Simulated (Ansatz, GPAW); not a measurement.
This is a calculation of In for Ansatz 0.2.0. 

input.yaml

```yaml
crystal:
  lattice:
    - [3.37690644, 0.0, 0.0]
    - [0.2472340469, 3.3678438845, 0.0]
    - [-1.8120702438, -1.6839219426, 2.2987617161]
  atoms:
    - { symbol: In, position: [0.0, 0.0, 0.0] }
kpoints:
  mp_grid: { grid: [11, 11, 11] }
scf:
  occupations: { method: gaussian, width: 0.05 }
hamiltonian:
  xc: lda
  pseudopotentials: { kind: all_electron, lapw: { basis_error: 0.001 } }
output:
  forces: true
  stress: true
  eigenvalues: true
```

Potentials or basis: all-electron LAPW, scalar-relativistic.

Launch:

```sh
$ ansatz run input.yaml --threads 1 --pin off --max-ram 3072MiB --backend cpu --events-out ev --progress --plain --runs-dir out
```

Translate it to GPAW 26.7.0 (ASE script). Potentials or basis there: the program's PAW data sets (release 1.2.1) made for this functional, cutoff 600 eV.

As run (cutoffs and basis follow the program's own potentials, and thresholds, step limits or extra output files can differ):

run.py

```python
from ase import Atoms
from ase.dft.bandgap import bandgap
from ase.io import write
from ase.units import GPa
from gpaw import GPAW, PW

atoms = Atoms(['In'],
              cell=[[3.37690644, 0.0, 0.0],
                    [0.2472340469, 3.3678438845, 0.0],
                    [-1.8120702438, -1.6839219426, 2.2987617161]],
              scaled_positions=[[0.0, 0.0, 0.0]],
              pbc=True)

calc = GPAW(mode=PW(600),
            xc='LDA',
            kpts={'size': (11, 11, 11), 'gamma': True},
            occupations={'name': 'methfessel-paxton', 'order': 0, 'width': 0.05},
            nbands=14,
            convergence={'density': 1e-05, 'energy': 1e-05},
            maxiter=150,
            txt='gpaw.txt')
atoms.calc = calc
energy = atoms.get_potential_energy()
forces = atoms.get_forces()
stress = atoms.get_stress()
calc.write('gs.gpw')
write('result.traj', atoms)
print(f'Energy: {energy:.6f} eV')
print('Forces (eV/A):')
print(forces.round(4))
print('Stress (GPa):', (stress / GPa).round(3))
print('Fermi level:', round(calc.get_fermi_level(), 4), 'eV')
print(f'Gap: {bandgap(calc)[0]:.4f} eV, direct: {bandgap(calc, direct=True)[0]:.4f} eV')
```

Potentials or basis: the program's PAW data sets (release 1.2.1) made for this functional, pw.

Launch:

```console
$ OMP_NUM_THREADS=1 python run.py
```

Both were run:

|  | Ansatz | GPAW |
| --- | --- | --- |
| Pressure | -2.6 GPa | -2.9 GPa |

Where Ansatz's input types no cutoff or centring, it takes its own default and a Γ-centred mesh.

The two programs' LDA may be different fits to the electron gas.

Pressure is positive in compression.
